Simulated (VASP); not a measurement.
# Na2S (Fm-3m) in VASP: further runs

The runs below take Na2S through single point, with PBE.

Everything below comes from runs of VASP 6.6.1. Logs are shortened: lines on timing, memory, paths and dates and some standing lists are left out, and cuts for length are marked.

**1. The crystal as given**

It takes space group Fm-3m (No. 225, cubic). Conventional cell: a = 6.547 Å, b = 6.547 Å, c = 6.547 Å, α = 90.00°, β = 90.00°, γ = 90.00°. Around S (site symmetry m-3m) lie 8 Na at 2.83 Å. Na (site symmetry -43m) is surrounded by 4 S at 2.83 Å.

**2. Single point, PBE**

INCAR

```
SYSTEM = Na2S
PREC = Accurate
ENCUT = 460
EDIFF = 1E-6
ISMEAR = 0
SIGMA = 0.05
LREAL = Auto
LASPH = .TRUE.
NELM = 100
ALGO = Normal
ISIF = 2
LWAVE = .FALSE.
LCHARG = .FALSE.
GGA = PE
NBANDS = 17
ADDGRID = .FALSE.
```

KPOINTS

```
Automatic mesh
0
G
  6 6 6
  0 0 0
```

POSCAR

```
Na2S
1.0
    0.0000000000      3.2735000000      3.2735000000
    3.2735000000      0.0000000000      3.2735000000
    3.2735000000      3.2735000000      0.0000000000
S Na
1 2
Direct
    0.0000000000      0.0000000000      0.0000000000
    0.7500000000      0.7500000000      0.7500000000
    0.2500000000      0.2500000000      0.2500000000
```

Potentials or basis: VASP PAW PBE potentials, release 64 (S, Na_pv).

Started as:

```
cat potpaw_PBE.64/S/POTCAR potpaw_PBE.64/Na_pv/POTCAR > POTCAR
mpirun -np 1 vasp_std > vasp.out
```

OUTCAR:

```text
SYSTEM = Na2S
   PREC = Accurate
   ENCUT = 460
   EDIFF = 1E-6
   ISMEAR = 0
   LREAL = Auto
   LASPH = .TRUE.
   NELM = 100
   ISIF = 2
   GGA = PE

 Found     16 irreducible k-points:

 Following reciprocal coordinates:
            Coordinates               Weight
  0.000000  0.000000  0.000000      1.000000
  0.166667  0.000000  0.000000      8.000000
  0.333333  0.000000  0.000000      8.000000
  0.500000  0.000000  0.000000      4.000000
  0.166667  0.166667  0.000000      6.000000
  0.333333  0.166667  0.000000     24.000000
   k-points           NKPTS =     16   k-points in BZ     NKDIM =     16   number of bands    NBANDS=     17
   number of dos      NEDOS =    301   number of ions     NIONS =      3
   total plane-waves  NPLWV =  32768
   dimension x,y,z NGX =    32 NGY =   32 NGZ =   32
   dimension x,y,z NGXF=    64 NGYF=   64 NGZF=   64
   ions per type =               1   2
   NGX,Y,Z   is equivalent  to a cutoff of  11.49, 11.49, 11.49 a.u.
   NGXF,Y,Z  is equivalent  to a cutoff of  22.98, 22.98, 22.98 a.u.
 SYSTEM =  Na2S
   PREC   = accura    normal or accurate (medium, high low for compatibility)
   ISTART =      0    job   : 0-new  1-cont  2-samecut
   ICHARG =      2    charge: 1-file 2-atom 10-const
   ISPIN  =      1    spin polarized calculation?
   LNONCOLLINEAR =      F non collinear calculations
   LSORBIT =      F    spin-orbit coupling
   LASPH  =      T    aspherical Exc in radial PAW
   ENCUT  =  460.0 eV  33.81 Ry    5.81 a.u.   8.10  8.10  8.10*2*pi/ulx,y,z
   NELM   =    100;   NELMIN=  2; NELMDL= -5     # of ELM steps
   EDIFF  = 0.1E-05   stopping-criterion for ELM
   LREAL  =      T    real-space projection
   EDIFFG = 0.1E-04   stopping-criterion for IOM
   NSW    =      0    number of steps for IOM
[... 5 lines left out ...]
   TEBEG  =    0.0;   TEEND  =   0.0 temperature during run
   PSTRESS=    0.0 pullay stress
   NELECT =      20.0000    total number of electrons
   NUPDOWN=      -1.0000    fix difference up-down
   EMIN   =  10.00;   EMAX   =-10.00  energy-range for DOS
[... 5 lines left out ...]
     AMIX     =   0.40;   BMIX     =  1.00
     AMIX_MAG =   1.60;   BMIX_MAG =  1.00
  volume/ion in A,a.u.               =      23.39       157.81
  Fermi-wavevector in a.u.,A,eV,Ry     =   1.077447  2.036079 15.794888  1.160892
  Thomas-Fermi vector in A             =   2.213359
   LORBIT       =      0    0 simple, 1 ext, 2 COOP (PROOUT), +10 PAW based schemes
   GGA     = PE    functional components
   LHFCALC =     F    Hartree Fock is set to
   AEXX    =    0.0000 exact exchange contribution
   IVDW    =     0    specifies the selected vdW correction
   LEPSILON=     F    determine dielectric tensor
   LRPA    =     F    only Hartree local field effects (RPA)
 non-spin polarized calculation
 Gauss-broadening in eV      SIGMA  =   0.05
  energy-cutoff  :      460.00
  volume of cell :       70.16
 maximum number of plane-waves:      1591
   NGX = 17   NGY = 17   NGZ = 17

 number of electron      19.9999980 magnetization

 Free energy of the ion-electron system (eV)
  ---------------------------------------------------
  ext. energy  EPLUGINS =         0.00000000
  ---------------------------------------------------
  free energy    TOTEN  =        -9.97573813 eV

  energy without entropy =       -9.97573813  energy(sigma->0) =       -9.97573813

 E-fermi :   0.4207     XC(G=0):  -7.8124

 val. band max:        0.1768558009   @ k =   0.0000   0.0000   0.0000
 cond. band min:       2.6527062811   @ k =   0.0000   0.0000   0.0000
 fundamental gap:      2.4758504802
 Fermi energy:         0.4207073894

 k-point     1 :       0.0000    0.0000    0.0000
  band No.  band energies     occupation
      1     -22.0711      2.00000
      2     -22.0710      2.00000
      3     -22.0710      2.00000
      4     -22.0177      2.00000
      5     -22.0177      2.00000
      6     -22.0177      2.00000
[... 9 lines left out ...]
     16       9.5261      0.00000
     17      11.3808      0.00000

 k-point     2 :       0.1667    0.0000    0.0000
  band No.  band energies     occupation
      1     -22.0685      2.00000
      2     -22.0675      2.00000
      3     -22.0675      2.00000
      4     -22.0232      2.00000
      5     -22.0215      2.00000
      6     -22.0215      2.00000
[... 9 lines left out ...]
     16       9.0723      0.00000
     17      10.7394      0.00000

 k-point     3 :       0.3333    0.0000    0.0000
  band No.  band energies     occupation
      1     -22.0619      2.00000
      2     -22.0583      2.00000
      3     -22.0583      2.00000
      4     -22.0361      2.00000
      5     -22.0317      2.00000
      6     -22.0317      2.00000
[... 9 lines left out ...]
     16       9.9289      0.00000
     17      10.5377      0.00000

 k-point     4 :       0.5000    0.0000    0.0000
  band No.  band energies     occupation
      1     -22.0530      2.00000
      2     -22.0478      2.00000
      3     -22.0460      2.00000
      4     -22.0460      2.00000
      5     -22.0444      2.00000
      6     -22.0444      2.00000
[... 9 lines left out ...]
     16      11.5794      0.00000
     17      11.5795      0.00000

 k-point     5 :       0.1667    0.1667    0.0000
  band No.  band energies     occupation
      1     -22.0736      2.00000
      2     -22.0736      2.00000
      3     -22.0543      2.00000
      4     -22.0376      2.00000
      5     -22.0160      2.00000
      6     -22.0160      2.00000
[... 9 lines left out ...]
     16       9.8904      0.00000
     17      11.9925      0.00000

 k-point     6 :       0.3333    0.1667    0.0000
  band No.  band energies     occupation
      1     -22.0731      2.00000
      2     -22.0722      2.00000
      3     -22.0559      2.00000
      4     -22.0388      2.00000
      5     -22.0192      2.00000
      6     -22.0184      2.00000
[... 9 lines left out ...]
     16      10.5307      0.00000
     17      11.4707      0.00000

 [... further k-points ...]
[... 5 lines left out ...]
  --------------------------------------------------------------------------------------
  -------------------------------------------------------------------------------------
  Total        0.0977809      0.0977809      0.0977809      0.0000000      0.0000000      0.0000000
  in kB        2.2330445      2.2330445      2.2330445      0.0000000      0.0000000      0.0000000
  external PRESSURE =       2.2330445 kB  Pullay stress =       0.0000000 kB

 VOLUME and BASIS-vectors are now :
 -----------------------------------------------------------------------------
  energy-cutoff  :      460.00
  volume of cell :       70.16
      direct lattice vectors                 reciprocal lattice vectors
     0.000000000  3.273500000  3.273500000    -0.152741714  0.152741714  0.152741714
     3.273500000  0.000000000  3.273500000     0.152741714 -0.152741714  0.152741714
     3.273500000  3.273500000  0.000000000     0.152741714  0.152741714 -0.152741714

 POSITION                                       TOTAL-FORCE (eV/Angst)
 -----------------------------------------------------------------------------------
      0.00000      0.00000      0.00000        -0.000000     -0.000000     -0.000000
      4.91025      4.91025      4.91025        -0.000000     -0.000000      0.000000
      1.63675      1.63675      1.63675         0.000000      0.000000     -0.000000
 -----------------------------------------------------------------------------------
    total drift:                               -0.000000     -0.000000      0.000000

  FREE ENERGIE OF THE ION-ELECTRON SYSTEM (eV)
  ---------------------------------------------------
  free  energy   TOTEN  =        -9.9757381310 eV

  energy  without entropy=       -9.9757381310  energy(sigma->0) =       -9.97573813
```

OSZICAR:

```text
N       E                     dE             d eps       ncg     rms          rms(c)
DAV:   1     0.145753522807E+03    0.14575E+03   -0.97349E+03   544   0.113E+03
DAV:   2    -0.387332289273E+00   -0.14614E+03   -0.14263E+03   600   0.310E+02
DAV:   3    -0.106569564888E+02   -0.10270E+02   -0.10215E+02   679   0.845E+01
DAV:   4    -0.108233147169E+02   -0.16636E+00   -0.16623E+00   656   0.118E+01
DAV:   5    -0.108268373838E+02   -0.35227E-02   -0.35222E-02   713   0.168E+00    0.370E+00
DAV:   6    -0.100170533950E+02    0.80978E+00   -0.16065E+00   734   0.548E+00    0.292E+00
DAV:   7    -0.996470212779E+01    0.52351E-01   -0.23736E-01   635   0.202E+00    0.195E+00
DAV:   8    -0.997450838884E+01   -0.98063E-02   -0.20499E-02   586   0.113E+00    0.658E-01
DAV:   9    -0.997466066051E+01   -0.15227E-03   -0.50834E-04   731   0.129E-01    0.743E-01
DAV:  10    -0.997631742375E+01   -0.16568E-02   -0.22746E-03   561   0.316E-01    0.705E-01
DAV:  11    -0.997584721586E+01    0.47021E-03   -0.99206E-04   624   0.142E-01    0.316E-01
DAV:  12    -0.997576551306E+01    0.81703E-04   -0.17212E-04   580   0.707E-02    0.139E-01
DAV:  13    -0.997573857055E+01    0.26943E-04   -0.75756E-05   689   0.305E-02    0.572E-02
DAV:  14    -0.997573810528E+01    0.46527E-06   -0.10724E-05   683   0.161E-02    0.211E-03
DAV:  15    -0.997573813102E+01   -0.25738E-07   -0.20729E-07   393   0.271E-03
   1 F= -.99757381E+01 E0= -.99757381E+01  d E =-.184154E-13
```

Run time: 11 s. Hardware: 1 thread of Intel Xeon Platinum 8488C (Sapphire Rapids), shared host; peak memory 0.16 GiB.

The run converged, but some of its settings lie outside the range that counts as converged, so its numbers aren't taken as properties of the crystal.

What came out:

```yaml
Free_energy: -9.9757 eV
Pressure: 0.2 GPa
Band_gap_on_the_k_mesh: 2.48 eV, direct
```

**3. Single point, PBE**

INCAR: that of step 2 with these lines changed.

```diff
@@ -3,6 +3,6 @@
 ENCUT = 460
-EDIFF = 1E-6
+EDIFF = 0.01
 ISMEAR = 0
 SIGMA = 0.05
-LREAL = Auto
+LREAL = .FALSE.
 LASPH = .TRUE.
```

KPOINTS is that of step 2.

POSCAR is that of step 2.

Potentials or basis: VASP PAW PBE potentials, release 64 (S, Na_pv).

Started as:

```
cat potpaw_PBE.64/S/POTCAR potpaw_PBE.64/Na_pv/POTCAR > POTCAR
mpirun -np 1 vasp_std > vasp.out
```

OUTCAR:

```text
SYSTEM = Na2S
   PREC = Accurate
   ENCUT = 460
   EDIFF = 0.01
   ISMEAR = 0
   LREAL = .FALSE.
   LASPH = .TRUE.
   NELM = 100
   ISIF = 2
   GGA = PE

 Found     16 irreducible k-points:

 Following reciprocal coordinates:
            Coordinates               Weight
  0.000000  0.000000  0.000000      1.000000
  0.166667  0.000000  0.000000      8.000000
  0.333333  0.000000  0.000000      8.000000
  0.500000  0.000000  0.000000      4.000000
  0.166667  0.166667  0.000000      6.000000
  0.333333  0.166667  0.000000     24.000000
   k-points           NKPTS =     16   k-points in BZ     NKDIM =     16   number of bands    NBANDS=     17
   number of dos      NEDOS =    301   number of ions     NIONS =      3
   total plane-waves  NPLWV =  32768
   dimension x,y,z NGX =    32 NGY =   32 NGZ =   32
   dimension x,y,z NGXF=    64 NGYF=   64 NGZF=   64
   ions per type =               1   2
   NGX,Y,Z   is equivalent  to a cutoff of  11.49, 11.49, 11.49 a.u.
   NGXF,Y,Z  is equivalent  to a cutoff of  22.98, 22.98, 22.98 a.u.
 SYSTEM =  Na2S
   PREC   = accura    normal or accurate (medium, high low for compatibility)
   ISTART =      0    job   : 0-new  1-cont  2-samecut
   ICHARG =      2    charge: 1-file 2-atom 10-const
   ISPIN  =      1    spin polarized calculation?
   LNONCOLLINEAR =      F non collinear calculations
   LSORBIT =      F    spin-orbit coupling
   LASPH  =      T    aspherical Exc in radial PAW
   ENCUT  =  460.0 eV  33.81 Ry    5.81 a.u.   8.10  8.10  8.10*2*pi/ulx,y,z
   NELM   =    100;   NELMIN=  2; NELMDL= -5     # of ELM steps
   EDIFF  = 0.1E-01   stopping-criterion for ELM
   LREAL  =      F    real-space projection
   EDIFFG = 0.1E+00   stopping-criterion for IOM
   NSW    =      0    number of steps for IOM
   IBRION =     -1    ionic relax: 0-MD 1-quasi-New 2-CG
   NFREE  =      0    steps in history (QN), initial steepest desc. (CG)
   ISIF   =      2    stress and relaxation
   ISYM   =      2    0-nonsym 1-usesym 2-fastsym
   POTIM  = 0.5000    time-step for ionic-motion
   TEBEG  =    0.0;   TEEND  =   0.0 temperature during run
   PSTRESS=    0.0 pullay stress
   NELECT =      20.0000    total number of electrons
   NUPDOWN=      -1.0000    fix difference up-down
   EMIN   =  10.00;   EMAX   =-10.00  energy-range for DOS
[... 5 lines left out ...]
     AMIX     =   0.40;   BMIX     =  1.00
     AMIX_MAG =   1.60;   BMIX_MAG =  1.00
  volume/ion in A,a.u.               =      23.39       157.81
  Fermi-wavevector in a.u.,A,eV,Ry     =   1.077447  2.036079 15.794888  1.160892
  Thomas-Fermi vector in A             =   2.213359
   LORBIT       =      0    0 simple, 1 ext, 2 COOP (PROOUT), +10 PAW based schemes
   GGA     = PE    functional components
   LHFCALC =     F    Hartree Fock is set to
   AEXX    =    0.0000 exact exchange contribution
   IVDW    =     0    specifies the selected vdW correction
   LEPSILON=     F    determine dielectric tensor
   LRPA    =     F    only Hartree local field effects (RPA)
 non-spin polarized calculation
 Gauss-broadening in eV      SIGMA  =   0.05
  energy-cutoff  :      460.00
  volume of cell :       70.16
 maximum number of plane-waves:      1591
   NGX = 17   NGY = 17   NGZ = 17

 number of electron      19.9999980 magnetization

 Free energy of the ion-electron system (eV)
  ---------------------------------------------------
  ext. energy  EPLUGINS =         0.00000000
  ---------------------------------------------------
  free energy    TOTEN  =        -9.97403056 eV

  energy without entropy =       -9.97403056  energy(sigma->0) =       -9.97403056

 E-fermi :   0.4093     XC(G=0):  -7.8499

 val. band max:        0.1251486266   @ k =   0.0000   0.0000   0.0000
 cond. band min:       2.5906947079   @ k =   0.0000   0.0000   0.0000
 fundamental gap:      2.4655460813
 Fermi energy:         0.4092558063

 k-point     1 :       0.0000    0.0000    0.0000
  band No.  band energies     occupation
      1     -22.0604      2.00000
      2     -22.0604      2.00000
      3     -22.0604      2.00000
      4     -22.0070      2.00000
      5     -22.0070      2.00000
      6     -22.0070      2.00000
[... 9 lines left out ...]
     16       9.5132      0.00000
     17      11.3247      0.00000

 k-point     2 :       0.1667    0.0000    0.0000
  band No.  band energies     occupation
      1     -22.0579      2.00000
      2     -22.0569      2.00000
      3     -22.0569      2.00000
      4     -22.0125      2.00000
      5     -22.0108      2.00000
      6     -22.0108      2.00000
[... 9 lines left out ...]
     16       9.0511      0.00000
     17      10.6677      0.00000
[... 61 lines left out ...]
 k-point     6 :       0.3333    0.1667    0.0000
  band No.  band energies     occupation
      1     -22.0626      2.00000
      2     -22.0616      2.00000
      3     -22.0453      2.00000
      4     -22.0282      2.00000
      5     -22.0085      2.00000
      6     -22.0077      2.00000
[... 9 lines left out ...]
     16      10.5125      0.00000
     17      11.4117      0.00000

 [... further k-points ...]
[... 5 lines left out ...]
  --------------------------------------------------------------------------------------
  -------------------------------------------------------------------------------------
  Total       -0.0693437     -0.0693437     -0.0693437      0.0000000      0.0000000     -0.0000000
  in kB       -1.5836192     -1.5836192     -1.5836192      0.0000000      0.0000000     -0.0000000
  external PRESSURE =      -1.5836192 kB  Pullay stress =       0.0000000 kB

 VOLUME and BASIS-vectors are now :
 -----------------------------------------------------------------------------
  energy-cutoff  :      460.00
  volume of cell :       70.16
      direct lattice vectors                 reciprocal lattice vectors
     0.000000000  3.273500000  3.273500000    -0.152741714  0.152741714  0.152741714
     3.273500000  0.000000000  3.273500000     0.152741714 -0.152741714  0.152741714
     3.273500000  3.273500000  0.000000000     0.152741714  0.152741714 -0.152741714

 POSITION                                       TOTAL-FORCE (eV/Angst)
 -----------------------------------------------------------------------------------
      0.00000      0.00000      0.00000        -0.000000      0.000000     -0.000000
      4.91025      4.91025      4.91025         0.000000      0.000000      0.000000
      1.63675      1.63675      1.63675        -0.000000     -0.000000     -0.000000
 -----------------------------------------------------------------------------------
    total drift:                               -0.000000     -0.000000      0.000000

  FREE ENERGIE OF THE ION-ELECTRON SYSTEM (eV)
  ---------------------------------------------------
  free  energy   TOTEN  =        -9.9740305552 eV

  energy  without entropy=       -9.9740305552  energy(sigma->0) =       -9.97403056
```

OSZICAR:

```text
N       E                     dE             d eps       ncg     rms          rms(c)
DAV:   1     0.145753795739E+03    0.14575E+03   -0.97349E+03   544   0.113E+03
DAV:   2    -0.386884281211E+00   -0.14614E+03   -0.14263E+03   600   0.310E+02
DAV:   3    -0.106566013531E+02   -0.10270E+02   -0.10215E+02   679   0.845E+01
DAV:   4    -0.108229589122E+02   -0.16636E+00   -0.16623E+00   656   0.118E+01
DAV:   5    -0.108264793205E+02   -0.35204E-02   -0.35199E-02   705   0.168E+00    0.370E+00
DAV:   6    -0.100165820999E+02    0.80990E+00   -0.16068E+00   734   0.548E+00    0.292E+00
DAV:   7    -0.996422464707E+01    0.52357E-01   -0.23740E-01   635   0.202E+00    0.195E+00
DAV:   8    -0.997403055518E+01   -0.98059E-02   -0.20499E-02   578   0.113E+00
   1 F= -.99740306E+01 E0= -.99740306E+01  d E =-.372700E-17
```

stdout:

```text
POSCAR found type information on POSCAR S Na
 POSCAR found :  2 types and       3 ions
 scaLAPACK will be used
 LDA part: xc-table for (Slater+PW92), standard interpolation
 POSCAR, INCAR and KPOINTS ok, starting setup
 FFT: planning ... GRIDC
 FFT: planning ... GRID_SOFT
 FFT: planning ... GRID
 WAVECAR not read
 entering main loop
```

Run time: 4.3 s. Hardware: 1 thread of Intel Xeon Platinum 8488C (Sapphire Rapids), shared host; peak memory 0.16 GiB.

These settings aren't checked as converged: the numbers below hold their error.

What came out:

```yaml
Free_energy: -9.9740 eV
Pressure: -0.2 GPa
Band_gap_on_the_k_mesh: 2.47 eV, direct
```
